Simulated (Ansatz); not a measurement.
The system is SiO2.

```xyz
12
Lattice="0.0000 4.7163 7.3628 2.3596 0.0000 7.3628 2.3596 4.7163 0.0000" Properties=species:S:1:pos:R:3 pbc="T T T"
Si    3.5394    7.0744   13.7944
Si    2.3596    4.7163   10.1131
Si    2.3596    4.7163    4.6125
Si    3.5394    7.0744    8.2939
O     1.1798    0.5984    3.6814
O     1.1798    4.1179    3.6814
O     2.3596    7.6728    7.3628
O     2.3596    1.7597    7.3628
O     2.9495    3.5372    5.5221
O     2.9495    5.8953    9.2035
O     1.7697    3.5372    9.2035
O     1.7697    5.8953    5.5221
```

The cell comes from a database or a generator and needn't be the stable form of this composition.

| Quantity | Value |
| --- | --- |
| Program | Ansatz 0.2.0 |
| Task | relaxation of cell and atoms |
| Functional | PBE |
| Potentials or basis | Ansatz PAW |
| Cutoff | 420 eV (not typed: the program's choice for these potentials) |
| k mesh | 7 × 7 × 7 |
| Occupations | fermi-dirac, width 0.05 eV |
| Spin | no spin polarisation |

At the start: volume 13.66 Å³/atom.

How do energy, volume and symmetry change on relaxing?

It ends after 8 steps and the volume is 14.02 Å³/atom (+2.7 %); space group Fddd (No. 70, to 0.05 Å).

Step by step:
```
step  energy change (eV)  largest force (eV/Å)  volume (Å³)
   1              0.0000                0.3660       163.87
   2             -0.0414                0.2129       166.01
   3             -0.0520                0.0469       168.19
   4             -0.0530                0.0513       168.00
   5             -0.0530                0.0001       168.04
   6             -0.0698                0.0002       168.04
   7             -0.0691                0.0003       168.28
   8             -0.0700                0.0002       168.28
```

Final structure:
```
CELL_PARAMETERS angstrom
0.00000 4.76099 7.42759
2.37936 0.00000 7.42759
2.37936 4.76099 0.00000
ATOMIC_POSITIONS crystal
Si 0.93684 0.93684 0.56316
Si 0.68684 0.68684 0.31316
Si 0.31316 0.31316 0.68684
Si 0.56316 0.56316 0.93684
O 0.06379 0.43621 0.06379
O 0.43621 0.06379 0.43621
O 0.81379 0.18621 0.81379
O 0.18621 0.81379 0.18621
O 0.12500 0.62500 0.62500
O 0.62500 0.62500 0.62500
O 0.62500 0.62500 0.12500
O 0.62500 0.12500 0.62500
```

Caveat: the plane-wave basis is chosen anew once the cell has moved, so the energies of steps on either side of that aren't comparable; the pressure holds a Pulay correction of +0.5 GPa for the finite cutoff.
